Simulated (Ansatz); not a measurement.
# Te2Mo (P6_3/mmc) in Ansatz: settings compared

Aim: see how the results for Te2Mo move with the level of theory and the settings. Levels: RPBE, revPBE. Tasks: band structure.

Program: Ansatz 0.2.0. These are calculated values, not measurements. Logs are shortened: lines on timing, memory, paths and dates and some standing lists are left out, and cuts for length are marked.

**Measured values to compare with.**

“Broadband infrared study of pressure-tunable Fano resonance and metallization transition in 2H-MoTe2”, 2022, pmc:9569381 quotes, for a bulk crystal of Te2Mo at 300 K: band gap 0.88 ± 0.05 eV (indirect).

The runs below are set against these values where they give the same quantity.

## 1. Starting point

The structure is hexagonal, space group P6_3/mmc (No. 194). The conventional cell has a = 3.518 Å, b = 3.518 Å, c = 13.974 Å, α = 90.00°, β = 90.00°, γ = 120.00°. Te (site symmetry 3m) is surrounded by 3 Mo at 2.72 Å. Mo (site symmetry -6m2) has 6 Te at 2.72 Å as nearest neighbours.

## 2. Band structure, RPBE

The input, input.yaml:

```yaml
crystal:
  lattice:
    - [3.5182, 0.0, 0.0]
    - [-1.7591, 3.0468505756, 0.0]
    - [0.0, 0.0, 13.9736]
  atoms:
    - { symbol: Te, position: [0.6666666667, 0.3333333333, 0.379] }
    - { symbol: Te, position: [0.3333333333, 0.6666666667, 0.879] }
    - { symbol: Te, position: [0.6666666667, 0.3333333333, 0.121] }
    - { symbol: Te, position: [0.3333333333, 0.6666666667, 0.621] }
    - { symbol: Mo, position: [0.6666666667, 0.3333333333, 0.75] }
    - { symbol: Mo, position: [0.3333333333, 0.6666666667, 0.25] }
hamiltonian:
  xc: rpbe
  pseudopotentials: { kind: paw }
kpoints:
  mp_grid: { grid: [9, 9, 2] }
  band_path:
    path:
      - [[0.0, 0.0, 0.0], [0.5, 0.0, 0.0], [0.3333333333, 0.3333333333, 0.0], [0.0, 0.0, 0.0], [0.0, 0.0, 0.5], [0.5, 0.0, 0.5], [0.3333333333, 0.3333333333, 0.5], [0.0, 0.0, 0.5]]
      - [[0.5, 0.0, 0.5], [0.5, 0.0, 0.0]]
      - [[0.3333333333, 0.3333333333, 0.0], [0.3333333333, 0.3333333333, 0.5]]
    npoints: 14
scf:
  occupations: { method: fermi_dirac, width: 0.05 }
  n_extra_bands: 15
output:
  forces: true
  stress: true
  eigenvalues: true
  fatbands: false
```

Potentials or basis: Ansatz PAW.

On the command line:

```bash
> ansatz run input.yaml --threads 2 --pin off --max-ram 5632MiB --backend cpu --events-out ev --progress --plain --runs-dir out
```

The log of the run:

```text
Warning: RAYON_NUM_THREADS=2 ignored (pool sized by the plan → 2); use --threads N
scf.n_extra_bands = 15 over 46 filled bands (N_el = 92.0): the run solves 61 bands
Engine: ansatz 0.2.0, aarch64-unknown-linux-gnu
Pseudopotentials: kind: paw
Pseudopotential: Te, paw, valence charge 16, recommended cutoff 420 eV (normal), Te.paw.azcp
Pseudopotential: Mo, paw, valence charge 14, recommended cutoff 420 eV (normal), Mo.paw.azcp
Functional definition: RPBE
  parameter kappa = 0.804
  parameter beta = 0.06672455060314922
  exchange = rpbe_x(kappa = kappa, mu = beta*pi^2/3)
  correlation = pbe_c(beta = beta)
Crystal: 6 atoms, lattice volume = 149.789 Å³
Basis set: ecut = 420 eV, 2909 PW (Γ), exchange–correlation on 48×48×192 points (8 copies of the dense FFT grid, shifted against one another)
Bands: 61, of which v1, the nominal top of the filled ones, is band 46 counted from 1 (45 counted from 0)
Symmetry: 24 space group operations
Space group: P63/mmc (ITA 194), of the structure as read, at distance tolerance 5.3e-5 Å
k-points: 24 of 162
Non-local potential: Te, projectors of the file, l = 0: 2, l = 1: 2, l = 2: 2, l = 3: 2
Non-local potential: Mo, projectors of the file, l = 0: 3, l = 1: 2, l = 2: 2, l = 3: 1
PAW form: soft (Blöchl's): semilocal exchange-correlation on the pseudo side does not see the compensation charge
PAW frozen core: Te, regenerated for the run's functional, and the local potential with it (the file was generated under x = pbe(κ = 0.804, μ = 0.2195149727645171), c = pbe(β = 0.06672455060314922))
PAW frozen core: Mo, regenerated for the run's functional, and the local potential with it (the file was generated under x = pbe(κ = 0.804, μ = 0.2195149727645171), c = pbe(β = 0.06672455060314922))
PAW one-centre angular grid: Te, 590 points (default); XC on 64 Gauss nodes
PAW one-centre angular grid: Mo, 590 points (default); XC on 64 Gauss nodes
Initial density: superposition of atomic densities (neutral atoms: chi_scale 0, normalization atom), corrected by the library's trained network
Initial wavefunctions: pseudopotential atomic-orbital guess
Functional: x = rpbe, c = pbe(β = 0.06672455060314922)
SCF iter   1: F=—  HF=-37882.685945 eV  |F-HF|=—  |Δ(HF+E_count)|=         —  Δρ=4.52e-3  dr2=1.16e-2  ethr=1.77e-3  ⟨swp⟩=6.7  Hψ=5981  notcnv=0  defer=29
preconditioner: auto → Resta (q_TF=auto, 2.515 Å⁻¹)  ε∞=5.1  [insulator: Δε(μ)=0.813 eV  Ē_g=8.983 eV  σ=0.050 eV  W_gap=1.00  n_scr=52 (ndim 8)  ℏωp=18.2 eV  f_vac=0.021  D(μ)=0.00/eV (n_scr^D=0)  ε∞_Penn≈5.1]
SCF iter   2: F=—  HF=-37882.695423 eV  |F-HF|=—  |Δ(HF+E_count)|=   9.48e-3  Δρ=2.59e-3  dr2=3.73e-3  ethr=1.26e-5  ⟨swp⟩=2.0  Hψ=2233  notcnv=0  defer=96
SCF iter   3: F=—  HF=-37882.699909 eV  |F-HF|=—  |Δ(HF+E_count)|=   4.49e-3  Δρ=1.23e-3  dr2=2.02e-3  ethr=4.05e-6  ⟨swp⟩=2.0  Hψ=1691  notcnv=0  defer=96
SCF iter   4: F=—  HF=-37882.701064 eV  |F-HF|=—  |Δ(HF+E_count)|=   1.16e-3  Δρ=1.85e-4  dr2=7.51e-5  ethr=2.20e-6  ⟨swp⟩=2.0  Hψ=1695  notcnv=0  defer=96
SCF iter   5: F=—  HF=-37882.701175 eV  |F-HF|=—  |Δ(HF+E_count)|=   1.11e-4  Δρ=6.70e-5  dr2=7.63e-6  ethr=8.16e-8  ⟨swp⟩=2.0  Hψ=1753  notcnv=0  defer=96
SCF iter   6: F=—  HF=-37882.701189 eV  |F-HF|=—  |Δ(HF+E_count)|=   1.46e-5  Δρ=1.39e-5  dr2=6.47e-7  ethr=8.29e-9  ⟨swp⟩=2.0  Hψ=1755  notcnv=0  defer=96
SCF iter   7: F=-37882.701190 eV  HF=-37882.701190 eV  |F-HF|=1.58e-9  |Δ(HF+E_count)|=   3.37e-7  Δρ=3.63e-6  dr2=2.52e-8  ethr=1.09e-10  ⟨swp⟩=12.2  Hψ=7164  notcnv=0
SCF 1 converged in 7 iterations: F = -37882.701190 eV  dr2 = 2.52e-8
NSCF: frozen V_eff on 129 k-points
SCF converged after 7 iterations
Free energy (F): -37882.701190 eV
Harris-Foulkes:  -37882.701190 eV  (|F-HF|=1.58e-9)
Internal energy: -37882.701169 eV  (E = F + TS)
E sigma→0 (E₀):  -37882.701179 eV
Entropy (-TS):   -0.000021 eV (-0.003 meV/atom)
Fermi energy:    12.953379 eV
--- Per-component energies (eV) ---
  E_band       = -1136.865393
  E_kinetic    = 1608.610312
  E_local      = -7388.330217  (includes V_loc(G=0)·N_el)
  E_nonlocal   = -958.444527
  E_hartree    = 4141.862705
  E_xc         = -866.859547
  E_vxc        = -876.568232  (∫ρ·V_xc dr)
  E_paw        = -25102.579598  (= ΣΔE_a)
  E_vpaw       = -1805.848604  (= ΣTr[D̂ρ^β])
  E_aug_tail   = -0.000578  (compensation charges beyond the density's cutoff)
  E_ewald      = -9316.621616
  E_core_change = -0.338103  (= ΣΔE_core)
  E_smearing   = -0.000021  (= −TS)
  E_closure    = 0.000000  (closes the sum)
  Σ components = -37882.701190   (vs F -37882.701190, Δ=0.00e0)
--- Forces (eV/Å), atoms counted from 1 ---
  atom   1  Te    -0.00000000    -0.00000000     0.25859789
  atom   2  Te    -0.00000000     0.00000000     0.25859789
  atom   3  Te     0.00000000    -0.00000000    -0.25859789
  atom   4  Te    -0.00000000     0.00000000    -0.25859789
  atom   5  Mo    -0.00000000    -0.00000000     0.00000000
  atom   6  Mo    -0.00000000     0.00000000     0.00000000
  max |Σ_I F_I| component: 1.11e-16 eV/Å
--- Stress (GPa, compression-positive) ---
        4.595527       0.000000       0.000000
        0.000000       4.595527       0.000000
        0.000000       0.000000       5.469910
  P = ⅓ Tr σ = 4.8870 GPa (48.870 kbar)
--- Band table (eV; the first three rows and the last of 24) ---
  k-point 0: bands = ["-48.2491", "-48.2491", "-24.1812", "-24.1812", "-24.1808", "-24.1808", "-24.1701", "-24.1701", "-24.1698", "-24.1698", "-24.1142", "-24.1142", "-24.1126", "-24.1126", "-24.1033", "-24.1033", "-24.1019", "-24.1019", "-24.0919", "-24.0904", "-24.0829", "-24.0814", "-22.4124", "-22.4123", "-22.2697", "-22.2697", "-22.2697", "-22.2697", "-0.4474", "-0.1252", "0.4077", "0.9124", "6.6965", "7.9858", "9.4904", "10.7494", "10.7494", "10.7650", "10.7650", "11.5261", "11.5261", "11.5335", "11.5615", "11.5615", "12.2424", "12.5721", "15.4800", "15.4800", "15.6132", "15.6132", "15.7063", "15.7063", "15.9615", "15.9615", "18.3526", "18.7862", "19.7527", "20.2378", "20.9179", "21.4675", "21.4675"]
  k-point 1: bands = ["-48.2491", "-48.2491", "-24.1810", "-24.1810", "-24.1810", "-24.1810", "-24.1699", "-24.1699", "-24.1699", "-24.1699", "-24.1134", "-24.1134", "-24.1134", "-24.1134", "-24.1026", "-24.1026", "-24.1026", "-24.1026", "-24.0912", "-24.0912", "-24.0821", "-24.0821", "-22.4124", "-22.4124", "-22.2697", "-22.2697", "-22.2697", "-22.2697", "-0.3241", "-0.3241", "0.6945", "0.6945", "7.1940", "7.1940", "10.5588", "10.5588", "10.7570", "10.7570", "10.7570", "10.7570", "11.5439", "11.5439", "11.5439", "11.5439", "12.4894", "12.4894", "15.5180", "15.5180", "15.5180", "15.5180", "15.8620", "15.8620", "15.8620", "15.8620", "18.6538", "18.6538", "20.4653", "20.4653", "20.5575", "20.5575", "21.6770"]
  k-point 2: bands = ["-48.2481", "-48.2481", "-24.1800", "-24.1796", "-24.1784", "-24.1780", "-24.1719", "-24.1717", "-24.1676", "-24.1674", "-24.1152", "-24.1146", "-24.1136", "-24.1133", "-24.1066", "-24.1053", "-24.1036", "-24.1022", "-24.0906", "-24.0894", "-24.0814", "-24.0801", "-22.4043", "-22.4042", "-22.2862", "-22.2862", "-22.2727", "-22.2727", "-0.2733", "0.0463", "0.5367", "1.0251", "6.8882", "8.1661", "9.3974", "10.3624", "10.3989", "10.8851", "10.9120", "10.9512", "11.2977", "11.3454", "11.5045", "11.5754", "12.3861", "12.4538", "14.9815", "15.0014", "15.0171", "15.1154", "15.3179", "15.5612", "15.6329", "15.8034", "18.9606", "19.4500", "19.7917", "20.7030", "21.1000", "21.2426", "21.2969"]
  k-point 23: bands = ["-48.2388", "-48.2388", "-24.1846", "-24.1846", "-24.1631", "-24.1631", "-24.1580", "-24.1580", "-24.1575", "-24.1575", "-24.1330", "-24.1330", "-24.1214", "-24.1214", "-24.1084", "-24.1084", "-24.1083", "-24.1083", "-24.0839", "-24.0839", "-24.0695", "-24.0695", "-22.3846", "-22.3846", "-22.3419", "-22.3419", "-22.3355", "-22.3355", "2.0750", "2.0750", "2.2816", "2.2816", "7.7907", "7.7907", "7.9277", "7.9277", "8.5511", "8.5511", "8.9485", "8.9485", "9.8246", "9.8246", "10.5747", "10.5747", "12.3750", "12.3750", "13.5646", "13.5646", "14.2175", "14.2175", "14.9634", "14.9634", "16.2321", "16.2321", "17.5762", "17.5762", "18.4037", "18.4037", "19.9272", "19.9272", "21.4465"]
```

Run time: 20 s. Hardware: 2 threads of Arm Neoverse V1, shared host; peak memory 0.77 GiB.

What came out:

```yaml
Free_energy: -37882.7012 eV
Pressure: 4.9 GPa
Largest_force: 0.259 eV/Å
Band_gap_on_the_k_mesh: 0.81 eV, indirect (least direct gap 1.04 eV)
Band_gap_along_the_path: 0.74 eV, indirect (least direct gap 1.04 eV)
```

Forces on the atoms (eV/Å):
```
Te   0.000  0.000  0.259
Te   0.000  0.000  0.259
Te   0.000  0.000 -0.259
Te   0.000  0.000 -0.259
Mo   0.000  0.000  0.000
Mo   0.000  0.000  0.000
```

Levels at the corners of the path, in eV from the valence-band top:
```tsv
point	band 44	band 45	band 46	band 47	band 48	band 49
Γ	-1.01	-0.33	0.00	2.91	2.91	3.04
M	-0.95	-0.60	-0.31	1.27	1.33	1.48
K	-1.84	-0.29	-0.06	0.99	0.99	1.19
Γ	-1.01	-0.33	0.00	2.91	2.91	3.04
A	-1.03	-0.08	-0.08	2.95	2.95	2.95
L	-0.96	-0.46	-0.46	1.30	1.30	1.65
H	-2.00	-0.20	-0.20	0.99	0.99	1.65
A	-1.03	-0.08	-0.08	2.95	2.95	2.95
L	-0.96	-0.46	-0.46	1.30	1.30	1.65
M	-0.95	-0.60	-0.31	1.27	1.33	1.48
K	-1.84	-0.29	-0.06	0.99	0.99	1.19
H	-2.00	-0.20	-0.20	0.99	0.99	1.65
```

Caveat: the k mesh misses the band edges, so the gap on the mesh is wider than the one along the path; spin-orbit coupling is left out, which moves the levels of the heavy elements; this functional lacks dispersion, which binds the layers, so the pressure and a relaxed spacing across them are unreliable; the PAW data sets come from PBE, with cores solved anew for the run's functional, which leaves a small shift of forces and pressure.

[end of part 1 of 2]
